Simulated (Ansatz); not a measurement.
A run of Ansatz 0.2.0 is set up as follows.

The input input.yaml:

```yaml
crystal:
  lattice:
    - [11.42, 0.0, 0.0]
    - [0.0, 4.19, 0.0]
    - [0.0, 0.0, 4.46]
  atoms:
    - { symbol: Sn, position: [0.877, 0.75, 0.909] }
    - { symbol: Sn, position: [0.623, 0.25, 0.409] }
    - { symbol: Sn, position: [0.377, 0.75, 0.591] }
    - { symbol: Sn, position: [0.123, 0.25, 0.091] }
    - { symbol: Se, position: [0.643, 0.75, 0.984] }
    - { symbol: Se, position: [0.857, 0.25, 0.484] }
    - { symbol: Se, position: [0.143, 0.75, 0.516] }
    - { symbol: Se, position: [0.357, 0.25, 0.016] }
hamiltonian:
  xc: r2scan
  pseudopotentials: { kind: paw }
  dispersion: d3bj
kpoints:
  mp_grid: { grid: [3, 6, 6] }
scf:
  occupations: { method: fermi_dirac, width: 0.05 }
output:
  forces: true
  stress: true
  eigenvalues: true
  write_density: true
  write_potential: true
  elf: true
  volumetric_format: npy
relax:
  f_tol: 0.01
  max_steps: 40
  cell: { stress_tol: 0.05 }
```

Potentials or basis: Ansatz PAW.

Command:

```console
$ ansatz run input.yaml --threads 4 --pin off --max-ram 11264MiB --backend cpu --events-out ev --progress --plain --runs-dir out
```

(1) Predict the band gap on the k mesh.

(2) Predict the relaxed volume.

(3) What does it give for the space group after relaxing (to 0.05 Å)?

Answers

(1) 0.91 eV, indirect (least direct gap 1.23 eV).

(2) 27.25 Å³/atom.

(3) Pnma (No. 62).

Caveat: odd divisions of the mesh miss points on the zone boundary, where band edges often lie, so the gap on the mesh can be too wide; the plane-wave basis is chosen anew once the cell has moved, so the energies of steps on either side of that aren't comparable; spin-orbit coupling is left out, which moves the levels of the heavy elements; the PAW data sets come from PBE, with cores solved anew for the run's functional, which leaves a small shift of forces and pressure; the dispersion damping was fitted for another functional or another form of the correction.
